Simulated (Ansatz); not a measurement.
Structure: Si in the 4H polytype structure, at its r2SCAN minimum. It is hexagonal, P6_3/mmc (No. 194); a = 3.840 Å, c = 12.624 Å in the conventional setting, 20.15 Å³ an atom. Si is surrounded by 4 Si at 2.35 Å; Si is surrounded by 4 Si at 2.35–2.38 Å.

```
CELL_PARAMETERS angstrom
3.84015 0.00000 0.00000
-1.92008 3.32567 0.00000
0.00000 0.00000 12.62381
ATOMIC_POSITIONS crystal
Si 0.00000 0.00000 0.00055
Si 0.33333 0.66667 0.24967
Si 0.00000 0.00000 0.50055
Si 0.66667 0.33333 0.74967
Si 0.00000 0.00000 0.18695
Si 0.33333 0.66667 0.43783
Si 0.00000 0.00000 0.68695
Si 0.66667 0.33333 0.93783
```

4 runs of Ansatz on this cell differ in the functional (and in the settings that go with it). Levels are in eV from each run's valence top; v1 is the last filled band, c1 the first empty one.

Run A, mean stress -0.4 GPa (compression positive):

| point | v4 | v3 | v2 | v1 | c1 | c2 |
| --- | --- | --- | --- | --- | --- | --- |
| Γ | -0.83 | -0.16 | 0.00 | 0.00 | 2.60 | 3.10 |
| M | -2.54 | -2.46 | -1.87 | -1.46 | 1.79 | 2.00 |
| K | -3.82 | -2.91 | -2.91 | -2.05 | 3.10 | 3.52 |

Run B, mean stress +1.3 GPa (compression positive):

| point | v4 | v3 | v2 | v1 | c1 | c2 |
| --- | --- | --- | --- | --- | --- | --- |
| Γ | -0.75 | -0.17 | 0.00 | 0.00 | 1.27 | 1.74 |
| M | -2.29 | -2.22 | -1.71 | -1.31 | 0.58 | 0.77 |
| K | -3.44 | -2.64 | -2.64 | -1.85 | 1.76 | 2.22 |

Run C, mean stress 0.0 GPa (compression positive):

| point | v4 | v3 | v2 | v1 | c1 | c2 |
| --- | --- | --- | --- | --- | --- | --- |
| Γ | -0.80 | -0.17 | 0.00 | 0.00 | 1.60 | 2.06 |
| M | -2.42 | -2.35 | -1.80 | -1.39 | 0.77 | 0.98 |
| K | -3.60 | -2.78 | -2.78 | -1.96 | 2.04 | 2.43 |

Run D, mean stress -0.2 GPa (compression positive):

| point | v4 | v3 | v2 | v1 | c1 | c2 |
| --- | --- | --- | --- | --- | --- | --- |
| Γ | -0.82 | -0.17 | 0.00 | 0.00 | 1.95 | 2.45 |
| M | -2.50 | -2.43 | -1.85 | -1.43 | 1.13 | 1.35 |
| K | -3.75 | -2.87 | -2.87 | -2.02 | 2.44 | 2.85 |

Task: Match the runs to PBE, r2SCAN, HSE06, PBE0.

Result: A is PBE0, B is PBE, C is r2SCAN, D is HSE06. In order of the gap: PBE 0.57, r2SCAN 0.76, HSE06 1.12, PBE0 1.78 eV.

Simulation only: spin-unpolarised, and no claim that this is the phase found in nature.

The program warns that its thresholds are loose for a hybrid's stress.

The meshes of the hybrids are coarse, so their gaps aren't converged to the digits shown.
